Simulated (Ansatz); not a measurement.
# Zinc, fcc under RPBE: from relaxation to bulk modulus, part 2 of 2

Aim: take zinc in the fcc structure, relax it, solve it on a dense k-mesh, then scale the cell to 7 volumes from 88 to 112 % of the relaxed one and try a fit of the equation of state. Spin polarisation is left out. The k-meshes are 14×14×14 for the relaxation; 22×22×22 for the dense run; 15×15×15 for the volumes.

Ansatz 0.2.0; DFT, RPBE, plane waves (420 eV) with PAW, scalar-relativistic. Earlier steps stand in the parts before.

## 7. The cell scaled to 100 % of its volume

This is Zn in the fcc structure; at room conditions it is hcp.

Contents of input.yaml:

```yaml
crystal:
  lattice:
    - [0.0, 1.9953687523, 1.9953687523]
    - [1.9953687523, 0.0, 1.9953687523]
    - [1.9953687523, 1.9953687523, 0.0]
  atoms:
    - { symbol: Zn, position: [0.0, 0.0, 0.0] }
hamiltonian:
  xc: rpbe
  pseudopotentials:
    kind: paw
    azcp:
      Zn: "pseudopotentials/Zn.paw.azcp"
basis:
  ecutwfc: 420
  fft_grid_basis: typed
kpoints:
  mp_grid: { grid: [15, 15, 15], shift: [0, 0, 0] }
magnetization:
  spin_polarized: false
scf:
  occupations: { method: fermi_dirac, width: 0.1 }
  lower_state_search: "off"
output:
  stress: true
  write_density: true
  write_potential: true
  elf: true
  volumetric_format: npy
```

The program printed, shortened:

```text
Warning: RAYON_NUM_THREADS=2 ignored (pool sized by the plan → 2); use --threads N
[...]
Pseudopotentials: kind: paw
Pseudopotential: Zn, paw, valence charge 12, recommended cutoff 420 eV (normal), <dir>
Functional definition: RPBE
[...]
Crystal: 1 atoms, lattice volume = 15.889 Å³
Basis set: ecut = 420 eV, 331 PW (Γ)
Bands: 10, of which v1, the nominal top of the filled ones, is band 6 counted from 1 (5 counted from 0)
Symmetry: 48 space group operations
Space group: Fm-3m (ITA 225), of the structure as read, at distance tolerance 2.5e-5 Å
k-points: 120 of 3375
[...]
SCF iter   1: F=—  HF=-3324.424580 eV  |F-HF|=—  |Δ(HF+E_count)|=         —  Δρ=7.24e-3  dr2=4.09e-3  ethr=1.77e-3  ⟨swp⟩=4.8  Hψ=7627  notcnv=0
[...]
SCF iter   7: F=-3324.423140 eV  HF=-3324.423140 eV  |F-HF|=1.38e-9  |Δ(HF+E_count)|=   1.41e-7  Δρ=4.09e-6  dr2=1.40e-9  ethr=8.33e-10  ⟨swp⟩=8.3  Hψ=7888  notcnv=0
[...]
SCF converged after 7 iterations
Free energy (F): -3324.423140 eV
[...]
E sigma→0 (E₀):  -3324.417758 eV
Entropy (-TS):   -0.010764 eV (-10.764 meV/atom)
Fermi energy:    10.466436 eV
[...]
--- Stress (GPa, compression-positive) ---
       -0.074732       0.000000       0.000000
        0.000000      -0.074732       0.000000
        0.000000       0.000000      -0.074732
  P = ⅓ Tr σ = -0.0747 GPa (-0.747 kbar)
--- Band table (eV; the first three rows and the last of 120) ---
  k-point 0: bands = ["0.5207", "3.0239", "3.0239", "3.0239", "3.3710", "3.3710", "28.1484", "28.1484", "28.1484", "28.6474"]
[...]
```

Run time: 1.1 s. Hardware: 2 threads of an Arm CPU, shared host; peak memory 0.28 GiB.

The maps below are laid out on this run's own conventional cell (a, b, c = 3.991, 3.991, 3.991 Å).

Density in a lattice plane of the grid's cell (edges 3.99 and 3.99 Å, at 0.000 of the third edge), which holds Zn.

Ten even steps from ' ' (0.10 e/Å³) to '@' (45.88 e/Å³):
```
**==::                                      ::==
::..                                          ..
                                                
                                                
                                                
                                                
                                                
                      ..::..                    
                    ::==**==::                  
                  ..--##@@##--..                
                    ::==**==::                  
                      ..::..                    
                                                
                                                
                                                
                                                
                                                
::..                                          ..
**==::                                      ::==
@@##--..                                  ..--##
```
Columns run along the first of these edges and rows up along the second, over one cell in 24 and 20 even steps from the bottom left corner. Atoms in the plane (fractional): Zn at (0.00, 0.00), Zn at (0.50, 0.50).

ELF in the same plane.

Ten even steps from '0' (0.00) to '9' (0.28):
```
000146678876667887664100
001356788887778888765310
234567799988888999776543
566778999887778899987766
667789998776667789998776
778899987766566778999887
888999776543234567799988
778888765310001356788887
667887664100000146678876
667777664100000146677776
667887664100000146678876
778888765310001356788887
888999776543234567799988
778899987766566778999887
667789998776667789998776
566778999887778899987766
234567799988888999776543
001356788887778888765310
000146678876667887664100
000146677776667777664100
```
Columns run along the first of these edges and rows up along the second, over one cell in 24 and 20 even steps from the bottom left corner. Atoms in the plane (fractional): Zn at (0.00, 0.00), Zn at (0.50, 0.50).

Both are smooth fields of the valence electrons: close to the nuclei they are not physical.

## 8. The cell scaled to 104 % of its volume

input.yaml: that of step 7 with these lines changed.

```diff
@@ -2,5 +2,5 @@
   lattice:
-    - [0.0, 1.9953687523, 1.9953687523]
-    - [1.9953687523, 0.0, 1.9953687523]
-    - [1.9953687523, 1.9953687523, 0.0]
+    - [0.0, 2.0216266155, 2.0216266155]
+    - [2.0216266155, 0.0, 2.0216266155]
+    - [2.0216266155, 2.0216266155, 0.0]
   atoms:
@@ -25,5 +25 @@
   stress: true
-  write_density: true
-  write_potential: true
-  elf: true
-  volumetric_format: npy
```

The program printed, shortened:

```text
Warning: RAYON_NUM_THREADS=2 ignored (pool sized by the plan → 2); use --threads N
[...]
[... 3 set-up lines as earlier in the session ...]
[...]
Crystal: 1 atoms, lattice volume = 16.525 Å³
Basis set: ecut = 420 eV, 331 PW (Γ)
Bands: 10, of which v1, the nominal top of the filled ones, is band 6 counted from 1 (5 counted from 0)
[... 2 set-up lines as earlier in the session ...]
k-points: 120 of 3375
[...]
SCF iter   1: F=—  HF=-3324.419996 eV  |F-HF|=—  |Δ(HF+E_count)|=         —  Δρ=7.16e-3  dr2=4.17e-3  ethr=1.77e-3  ⟨swp⟩=4.8  Hψ=7634  notcnv=0
[...]
SCF iter   7: F=-3324.418629 eV  HF=-3324.418629 eV  |F-HF|=2.70e-10  |Δ(HF+E_count)|=   6.22e-8  Δρ=1.99e-6  dr2=3.35e-10  ethr=8.33e-10  ⟨swp⟩=4.1  Hψ=3840  notcnv=0
[...]
SCF converged after 7 iterations
Free energy (F): -3324.418629 eV
[...]
E sigma→0 (E₀):  -3324.412975 eV
Entropy (-TS):   -0.011307 eV (-11.307 meV/atom)
Fermi energy:    9.906102 eV
[...]
--- Stress (GPa, compression-positive) ---
       -2.109632      -0.000000       0.000000
       -0.000000      -2.109632      -0.000000
        0.000000       0.000000      -2.109632
  P = ⅓ Tr σ = -2.1096 GPa (-21.096 kbar)
```

Run time: 0.82 s. Hardware: 2 threads of an Arm CPU, shared host; peak memory 0.27 GiB.

## 9. The cell scaled to 108 % of its volume

input.yaml: that of step 8 with these lines changed.

```diff
@@ -2,5 +2,5 @@
   lattice:
-    - [0.0, 2.0216266155, 2.0216266155]
-    - [2.0216266155, 0.0, 2.0216266155]
-    - [2.0216266155, 2.0216266155, 0.0]
+    - [0.0, 2.0472195427, 2.0472195427]
+    - [2.0472195427, 0.0, 2.0472195427]
+    - [2.0472195427, 2.0472195427, 0.0]
   atoms:
@@ -25 +25,5 @@
   stress: true
+  write_density: true
+  write_potential: true
+  elf: true
+  volumetric_format: npy
```

The program printed, shortened:

```text
Warning: RAYON_NUM_THREADS=2 ignored (pool sized by the plan → 2); use --threads N
[...]
[... 3 set-up lines as earlier in the session ...]
[...]
Crystal: 1 atoms, lattice volume = 17.160 Å³
Basis set: ecut = 420 eV, 331 PW (Γ)
Bands: 10, of which v1, the nominal top of the filled ones, is band 6 counted from 1 (5 counted from 0)
[... 1 set-up line as earlier in the session ...]
Space group: Fm-3m (ITA 225), of the structure as read, at distance tolerance 2.6e-5 Å
k-points: 120 of 3375
[...]
SCF iter   1: F=—  HF=-3324.408369 eV  |F-HF|=—  |Δ(HF+E_count)|=         —  Δρ=7.10e-3  dr2=4.24e-3  ethr=1.77e-3  ⟨swp⟩=4.9  Hψ=7661  notcnv=0
[...]
SCF iter   6: F=-3324.407036 eV  HF=-3324.407036 eV  |F-HF|=7.45e-8  |Δ(HF+E_count)|=   1.77e-6  Δρ=2.68e-5  dr2=7.23e-8  ethr=8.33e-10  ⟨swp⟩=6.4  Hψ=7202  notcnv=0
[...]
SCF converged after 6 iterations
Free energy (F): -3324.407036 eV
[...]
E sigma→0 (E₀):  -3324.401147 eV
Entropy (-TS):   -0.011778 eV (-11.778 meV/atom)
Fermi energy:    9.391744 eV
[...]
--- Stress (GPa, compression-positive) ---
       -3.669733       0.000000      -0.000000
       -0.000000      -3.669733       0.000000
       -0.000000       0.000000      -3.669733
  P = ⅓ Tr σ = -3.6697 GPa (-36.697 kbar)
--- Band table (eV; the first three rows and the last of 120) ---
  k-point 0: bands = ["0.0326", "2.1289", "2.1289", "2.1289", "2.4274", "2.4274", "26.0832", "26.0832", "26.0832", "27.0695"]
[...]
```

It took 1.1 s on 2 threads of an Arm CPU, shared host; peak memory 0.28 GiB.

## 10. The cell scaled to 112 % of its volume

input.yaml: that of step 9 with these lines changed.

```diff
@@ -2,5 +2,5 @@
   lattice:
-    - [0.0, 2.0472195427, 2.0472195427]
-    - [2.0472195427, 0.0, 2.0472195427]
-    - [2.0472195427, 2.0472195427, 0.0]
+    - [0.0, 2.0721880955, 2.0721880955]
+    - [2.0721880955, 0.0, 2.0721880955]
+    - [2.0721880955, 2.0721880955, 0.0]
   atoms:
@@ -25,5 +25 @@
   stress: true
-  write_density: true
-  write_potential: true
-  elf: true
-  volumetric_format: npy
```

The program printed, shortened:

```text
Warning: RAYON_NUM_THREADS=2 ignored (pool sized by the plan → 2); use --threads N
[...]
[... 3 set-up lines as earlier in the session ...]
[...]
Crystal: 1 atoms, lattice volume = 17.796 Å³
Basis set: ecut = 420 eV, 331 PW (Γ)
Bands: 10, of which v1, the nominal top of the filled ones, is band 6 counted from 1 (5 counted from 0)
[... 2 set-up lines as earlier in the session ...]
k-points: 120 of 3375
[...]
SCF iter   1: F=—  HF=-3324.391354 eV  |F-HF|=—  |Δ(HF+E_count)|=         —  Δρ=7.07e-3  dr2=4.33e-3  ethr=1.77e-3  ⟨swp⟩=5.0  Hψ=7717  notcnv=0
[...]
SCF iter   6: F=-3324.390000 eV  HF=-3324.390000 eV  |F-HF|=2.80e-8  |Δ(HF+E_count)|=   1.35e-6  Δρ=1.67e-5  dr2=2.97e-8  ethr=8.33e-10  ⟨swp⟩=3.9  Hψ=5267  notcnv=0
[...]
SCF converged after 6 iterations
Free energy (F): -3324.390000 eV
[...]
E sigma→0 (E₀):  -3324.383944 eV
Entropy (-TS):   -0.012112 eV (-12.112 meV/atom)
Fermi energy:    8.917835 eV
[...]
--- Stress (GPa, compression-positive) ---
       -4.860090      -0.000000       0.000000
       -0.000000      -4.860090       0.000000
        0.000000      -0.000000      -4.860090
  P = ⅓ Tr σ = -4.8601 GPa (-48.601 kbar)
```

Run time: 0.83 s. Hardware: 2 threads of an Arm CPU, shared host; peak memory 0.27 GiB.

## 11. The equation of state

All volumes keep the relaxed shape and fractional coordinates.

```csv
V (Å³/atom),E − E₀ (meV/atom),P from the stress (GPa),P from the fit (GPa)
13.982,52.8,10.37,10.36
14.618,20.9,5.97,5.92
15.254,4.5,2.56,2.50
15.889,0.0,-0.07,-0.14
16.525,4.8,-2.11,-2.17
17.160,16.6,-3.67,-3.72
17.796,33.8,-4.86,-4.91
```

A third-order Birch-Murnaghan fit gives V₀ = 15.851 Å³/atom, B₀ = 58 GPa and B₀′ = 5.5; it misses no point by more than 0.03 meV/atom.

Fit and stress differ a little: one follows E(σ → 0), the other the smeared free energy.

## 12. Summary of results

This closing draws on all 2 parts.

| quantity | value |
| --- | --- |
| space group (spins left aside) | Fm-3m (No. 225) |
| conventional cell | a = 3.991 Å |
| volume | 15.889 Å³/atom |
| shortest distance | 2.822 Å |
| gap on the mesh | none (levels filled in part) |
| relative to hcp | +23 meV/atom |
| V₀, B₀, B₀′ | 15.851 Å³/atom, 58 GPa, 5.5 |

What this shows: The relaxation enlarged the cell by 4.5 % in volume. Against the reference form of zinc (hcp, computed apart with the same settings) it stands 23 meV/atom higher. No gap shows: it is a metal or semimetal at this level. The fitted modulus is 58 GPa. Relaxation kept the symmetry; phonons were not checked.
